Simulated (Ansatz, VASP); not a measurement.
Given: the input of a run of Ansatz 0.2.0 on InPd.

Contents of input.yaml:

```yaml
crystal:
  lattice:
    - [3.27188478, 0.0, 0.0]
    - [0.0, 3.27188478, 0.0]
    - [0.0, 0.0, 3.27188478]
  atoms:
    - { symbol: In, position: [0.0, 0.0, 0.0] }
    - { symbol: Pd, position: [0.5, 0.5, 0.5] }
hamiltonian:
  xc: pbesol
  pseudopotentials: { kind: paw }
  dispersion: d4
kpoints:
  mp_grid: { grid: [8, 8, 8] }
scf:
  occupations: { method: fermi_dirac, width: 0.05 }
output:
  forces: true
  stress: true
  eigenvalues: true
relax:
  f_tol: 0.01
  max_steps: 40
  cell: { stress_tol: 0.05 }
```

Potentials or basis: Ansatz PAW.

The run is started by

```bash
$ ansatz run input.yaml --threads 2 --pin off --max-ram 5632MiB --backend cpu --events-out ev --progress --plain --runs-dir out
```

Task: Translate it to VASP 6.6.1. Potentials there: VASP PAW PBE potentials, release 64 (In_d, Pd).

Result: As run (the cutoff follows the program's own potentials):

INCAR

```
SYSTEM = InPd
ALGO = Normal ; EDIFF = 1E-6
EDIFFG = -0.01 ; ENCUT = 600
GGA = PS ; IBRION = 2
ISIF = 3 ; ISMEAR = -1
IVDW = 13 ; LASPH = .True.
LCHARG = .False. ; LREAL = .False.
LWAVE = .False. ; NELM = 100
NSW = 60 ; PREC = Accurate
SIGMA = 0.05
```

File KPOINTS:

```
k-points
0
Gamma
  8 8 8
  0 0 0
```

File POSCAR:

```
InPd
1.0
    3.2718847800      0.0000000000      0.0000000000
    0.0000000000      3.2718847800      0.0000000000
    0.0000000000      0.0000000000      3.2718847800
In Pd
1 1
Direct
    0.0000000000      0.0000000000      0.0000000000
    0.5000000000      0.5000000000      0.5000000000
```

Potentials or basis: VASP PAW PBE potentials, release 64 (In_d, Pd).

Run with:

```console
$ cat potpaw_PBE.64/In_d/POTCAR potpaw_PBE.64/Pd/POTCAR > POTCAR
$ mpirun -np 1 vasp_std > vasp.out
```

Both were run:

|  | VASP | Ansatz | Ansatz less VASP |
| --- | --- | --- | --- |
| gap on the k mesh at the Fermi level, each at its own relaxed structure (eV) | none | none | - |
| relaxed volume (Å³/atom) | 16.84 | 16.81 | -0.025 |
| relaxed cell length with the largest relative difference (Å) | 3.229 | 3.228 | -0.0016 |
| energy change over the relaxation (meV/atom) | -12 | -12 | -0.6 |

A gap of «none» marks a metal or a gap that the smearing closes. The two sets of potentials don't hold the same shells in valence.

Caveats: pairwise dispersion overbinds metals, which lowers pressure and volume; the PAW data sets were made with another functional, which shifts forces and pressure a little (VASP); the plane-wave basis is chosen anew once the cell has moved, so the energies of steps on either side of that aren't comparable (Ansatz); the PAW data sets come from PBE, with cores solved anew for the run's functional, which leaves a small shift of forces and pressure (Ansatz).
